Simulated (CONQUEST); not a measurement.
**PbSe (Clausthalite) under changes of volume**

One of the cells (28.671 Å³/atom); the others are scaled copies at fixed shape and fractional positions:

```
Pb Se
1.0
     4.32841    0.00000    0.00000
     0.00000    4.32841    0.00000
     0.00000    0.00000    6.12130
Pb Se
2 2
Direct
  0.00000 0.00000 0.00000
  0.50000 0.50000 0.50000
  0.00000 0.00000 0.50000
  0.50000 0.50000 0.00000
```

| Property | Result |
| --- | --- |
| Program | CONQUEST 1.3 |
| Functional | LDA |
| Potentials or basis | PseudoDojo NC LDA, DZP, grid of 48 × 48 × 60 points |
| k mesh | 6 × 6 × 5 |
| Occupations | fermi-dirac, width 0.05 eV |
| Spin | no spin polarisation |

| volume (Å³/atom) | energy over the lowest point (meV/atom) | pressure (GPa) |
| --- | --- | --- |
| 26.951 | 5.61 | 2.1 |
| 27.524 | 0.44 | 0.8 |
| 28.097 | 0.00 | -0.5 |
| 28.671 | 4.02 | -1.6 |
| 29.244 | ? | ? |
| 29.818 | 21.81 | -3.5 |
| 30.391 | 35.79 | -4.3 |

Problem. What does the run at 29.244 Å³/atom give?

Solution. Energy over the lowest point 11.27 meV/atom; pressure -2.4 GPa.

Worked out: A Birch-Murnaghan fit of order 3 (a polynomial in V^(-2/3)) to the other rows has its minimum at 27.86 Å³/atom with B0 = V·E''(V) = 59 GPa and B' = 4.3. It gives 11.22 meV/atom at 29.244 Å³/atom, against the run's 11.27, and -dE/dV = -2.6 GPa, against -2.4.

Energies are extrapolated to zero smearing.

Caveats: the basis of atomic orbitals isn't converged, which shifts pressures, moduli and gaps; the real-space grid breaks the cell's symmetry a little (some runs).
